# Why one bulk modulus can't describe layered WS₂

## The question

How much pressure does it take to squeeze a crystal of WS₂ to a given volume? The usual short answer uses one number, the bulk modulus, measured or computed near zero pressure. It treats the crystal as a harmonic spring, whose restoring force grows in proportion to the change in volume. WS₂ consists of strongly bonded S–W–S sheets that merely rest on one another, and for such a crystal the short answer goes wrong quickly.

Ansatz 0.2.0, PBE with D3(BJ) dispersion, scalar-relativistic PAW, no spin polarisation, for WS₂ in its six-atom P6₃/mmc cell. The plane-wave cutoff is 420 eV, the k mesh 12×12×4 and the Gaussian smearing 0.02 eV. Cell shape and atoms are relaxed at each fixed volume, with a force tolerance of 0.01 eV/Å; positive pressure means compression.

```tsv
volume (relaxed cell) (Å³/atom)	c/a (relaxed cell)	shortest distance (relaxed cell) (Å)	energy over elements (eV/atom)	pressure (GPa)
15.335	3.6684	2.376	-0.817	11.790
15.858	3.6985	2.386	-0.848	7.600
16.381	3.7379	2.394	-0.867	4.310
16.904	3.7876	2.402	-0.877	1.830
17.950	3.9184	2.411	-0.878	-1.300
18.472	4.0058	2.414	-0.872	-1.980
19.169	4.1343	2.416	-0.863	-2.440
```

Each row is a density functional calculation at a fixed volume V, with the cell shape and the atoms relaxed. The pressure p is what would hold the crystal at that volume; a negative value means that it must be pulled. It changes sign between 16.904 and 17.950 Å³/atom, so the resting volume lies between these two rows.

## The spring model, worked through

The harmonic model is a straight line of pressure against volume. We draw it through the two rows on either side of zero pressure, which it therefore matches by construction. Its slope is (−1.30 − 1.83)/(17.950 − 16.904) = −2.99 GPa per Å³/atom. The other five rows take no part in it and can test it.

At the smallest volume, 15.335 Å³/atom, the line gives 1.83 + 2.99 × (16.904 − 15.335) = 6.5 GPa. The calculation gives 11.8 GPa. A press designed from the line would supply little more than half of the pressure needed. At the largest volume, 19.169 Å³/atom, the line errs the other way in size: it predicts about twice the computed tension.

## How the failure shows itself

The signs of the two misses are the useful clue. A line with merely the wrong slope would lie below the computed pressures on one side of the resting volume and above them on the other. Here the computed pressure lies above the line at both ends, and in every row outside the pair that defines it. The relation is curved, and no other choice of a single modulus would repair it. An ordinary compact solid strained this far is also expected to lie above such a line at both ends, and a good part of the miss is of that common kind. The signs reveal curvature; only its size points to something special.

The same curvature appears when the bulk modulus, B = −V Δp/ΔV, is worked out for each pair of neighbouring rows. It is 125 GPa for the two most compressed rows, 52 GPa across the resting volume and 12 GPa for the two most expanded ones. In compact solids the modulus typically rises by roughly 4 to 5 GPa for each GPa of pressure. Near the resting volume of WS₂ it rises by 10 to 15, so even a standard correction for ordinary solids would be too weak there.

A faulty stress could bend the curve too, since a fixed plane-wave cutoff describes small and large cells slightly differently. The total energies offer a check, because pressure is also the rate at which energy rises as volume shrinks. Between the two smallest volumes this route gives 9.6 GPa, against a mean of 9.7 GPa for the printed pressures. The bend therefore belongs to the computed energy curve itself. The smallest volume carries a warning about a possibly missed band crossing, but the line already falls 2.6 GPa short at 15.858 Å³/atom, where there is no such warning.

## Which part of the crystal gives way

The geometry tells us where the volume goes. The cell has an edge a within the sheets and an edge c across them; both follow from the volume and the ratio c/a. Each sulfur sits above the centre of a triangle of tungsten atoms, at a sideways distance a/√3 from each of them. With the shortest distance d, which is the W–S bond, Pythagoras gives the thickness of a sheet as 2√(d² − a²/3). What remains of c/2 is the spacing between the facing sulfur planes of neighbouring sheets.

From the smallest to the largest volume the sheet thickness stays within about 0.02 Å of 3.15 Å. The spacing between sheets opens from 2.47 to 3.43 Å. The crystal thus changes its height almost entirely by opening or closing the contact between sheets, while the sheets keep their thickness.

We can also ask how much of each volume change is taken up along c. A crystal that scaled uniformly would put one third there. WS₂ puts half there between the two smallest volumes and 90% between the two largest. Dividing these shares by the moduli gives the softness along c: 0.50/125 = 0.004 per GPa in the first case and 0.90/12.4 = 0.07 per GPa in the second.

That is a change by a factor of nearly twenty. The remaining softness, within the sheets, only doubles, from 0.50/125 = 0.004 to 0.10/12.4 = 0.008 per GPa. The failure of the spring model therefore sits mainly in the contact between the sheets. The printed output after this text gives the geometry and the moduli row by row.

## Why the contact is such a poor spring

The reason is standard physics of closed-shell atoms, which the table doesn't separate into parts. The facing sulfur atoms form no ordinary bonds across the contact, although their states do mix as the sheets close; this is the expected main reason why the gap on the k mesh shrinks at every step of compression in these runs. When their electron clouds overlap, the Pauli principle makes them repel, and this repulsion grows roughly exponentially as they approach, over a length of a few tenths of an ångström. The dispersion attraction that holds the sheets together varies much more gently.

A harmonic spring is a good picture only while the displacement is small compared with that length. Here the spacing changes by almost 1 Å, several times as much. On closing, the repulsion stiffens steeply. The contact still yields more easily than the bonded sheets, whose softness quoted above is shared between two sideways directions, but its lead dwindles, and the sideways shrinkage of the sheets takes up a larger share of the volume change. On opening, the repulsion dies away. The attraction still holds the tension, but its pull fades with distance and so offsets what stiffness the repulsion has left, which is expected to drive the modulus towards zero.

This also limits what the expanded rows mean. The repeated cell makes all the spacings open equally, whereas a real crystal under tension may split at one of them. The pressure of −2.44 GPa at the largest volume describes an evenly stretched crystal, and shouldn't be read as the strength of a real one. Its size is also expected to rest largely on the D3(BJ) correction, since PBE alone binds such sheets only weakly, and no other correction was tried here.

## A rule for use

For a layered crystal, quote a bulk modulus together with the pressure range it came from. To test whether one value will do, draw the line through two volumes near zero pressure and compute one more volume on each side. If both new pressures lie above the line by more than the error you can accept, the computed curve should replace the single number. If c/a changes strongly as well, look for the cause in the spacing between the layers.

Numerical output:

```
Straight-line pressure against the computed one:
     row  line_GPa  computed_GPa  line_less_computed_GPa
  15.335     6.525         11.79                  -5.265
  15.858      4.96           7.6                   -2.64
  16.381     3.395          4.31                  -0.915
  16.904      1.83          1.83                       0
   17.95      -1.3          -1.3                2.22e-16
  18.472    -2.862         -1.98                  -0.882
  19.169    -4.948         -2.44                  -2.508
Interval from the row before to this row:
     row  bulk_modulus_GPa  modulus_rise_per_pressure  share_along_c_percent  pressure_from_energy_GPa  mean_printed_pressure_GPa
  15.858               125                        n/a                  49.58                     9.585                      9.695
  16.381             101.4                      6.297                   55.1                     5.879                      5.955
  16.904             78.92                      7.794                  61.35                     3.011                       3.07
   17.95             52.15                      9.543                  71.03                    0.1103                      0.265
  18.472             23.72                      14.92                  84.64                    -1.636                      -1.64
  19.169             12.42                      19.83                  90.17                    -2.246                      -2.21
Geometry:
     row    a_A    c_A  layer_thickness_A  spacing_between_layers_A
  15.335  3.071  11.27              3.163                     2.469
  15.858  3.097  11.45               3.16                     2.568
  16.381   3.12  11.66              3.154                     2.676
  16.904  3.139  11.89              3.153                     2.791
   17.95  3.166  12.41              3.144                     3.059
  18.472  3.173  12.71              3.144                     3.211
  19.169  3.179  13.14              3.142                     3.429
Line over computed pressure at the smallest volume (ratio): 0.5534
Line over computed pressure at the largest volume (ratio): 2.028
Largest over smallest interval bulk modulus (ratio): 10.06
Growth of edge a from smallest to largest volume (percent): 3.513
Growth of edge c from smallest to largest volume (percent): 16.66
Growth of W-S distance from smallest to largest volume (percent): 1.684
Growth of spacing between layers from smallest to largest volume (percent): 38.85
Change of layer thickness from smallest to largest volume (A): -0.021
Largest gap between energy-derived and mean printed pressure (GPa): 0.1547
```
